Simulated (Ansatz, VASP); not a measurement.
This is a calculation of Sb for VASP 6.6.1.

Contents of INCAR:

```
PREC     = Accurate       # precision mode
ENCUT    = 520            # plane-wave cutoff, eV
EDIFF    = 1E-7           # SCF threshold, eV
ISMEAR   = -1             # smearing method
SIGMA    = 0.05           # smearing width, eV
LREAL    = False          # projectors in reciprocal space
LASPH    = True           # aspherical terms in the spheres
NELM     = 80             # most SCF steps
ALGO     = Normal         # electronic algorithm
ISIF     = 2              # what is computed and relaxed
LWAVE    = False          # write WAVECAR
LCHARG   = False          # write CHGCAR
NBANDS   = 8              # bands
```

Contents of KPOINTS:

```
Automatic mesh
0
Gamma
  12 12 12
```

POSCAR

```
Sb
1.0
   -1.5443568632      1.5443568632      2.6565772150
    1.5443568632     -1.5443568632      2.6565772150
    1.5443568632      1.5443568632     -2.6565772150
Sb
1
Direct
    0.0000000000      0.0000000000      0.0000000000
```

Potentials or basis: VASP PAW LDA potentials, release 64 (Sb).

Run with:

```bash
$ cat potpaw_LDA.64/Sb/POTCAR > POTCAR
$ mpirun -np 1 vasp_std > vasp.out
```

Problem. Set up the same calculation for Ansatz 0.2.0. Potentials there: all-electron LAPW, scalar-relativistic.

Solution. As run (the cutoff follows the program's own potentials):

Contents of input.yaml:

```yaml
crystal:
  lattice:
    - [-1.5443568632, 1.5443568632, 2.656577215]
    - [1.5443568632, -1.5443568632, 2.656577215]
    - [1.5443568632, 1.5443568632, -2.656577215]
  atoms:
    - { symbol: Sb, position: [0.0, 0.0, 0.0] }
kpoints:
  mp_grid: { grid: [12, 12, 12] }
scf:
  occupations: { method: fermi_dirac, width: 0.05 }
hamiltonian:
  xc: lda
  pseudopotentials: { kind: all_electron, lapw: { basis_error: 0.001 } }
output:
  forces: true
  stress: true
  eigenvalues: true
```

Potentials or basis: all-electron LAPW, scalar-relativistic.

Launch:

```console
$ ansatz run input.yaml --threads 1 --pin off --max-ram 3072MiB --backend cpu --events-out ev --progress --plain --runs-dir out
```

Both were run:

|  | VASP | Ansatz | Ansatz less VASP |
| --- | --- | --- | --- |
| gap on the k mesh at the Fermi level (eV) | none | none | - |
| pressure (GPa) | 2.0 | 1.9 | -0.16 |
| largest component of the traceless stress (GPa) | 0.76 | 0.69 | -0.067 |

A gap of «none» marks a metal or a gap that the smearing closes. Ansatz ran all-electron here, so the differences hold the error of VASP's frozen core and of both bases.

Spin-orbit coupling is left out, which matters for the levels of Sb.
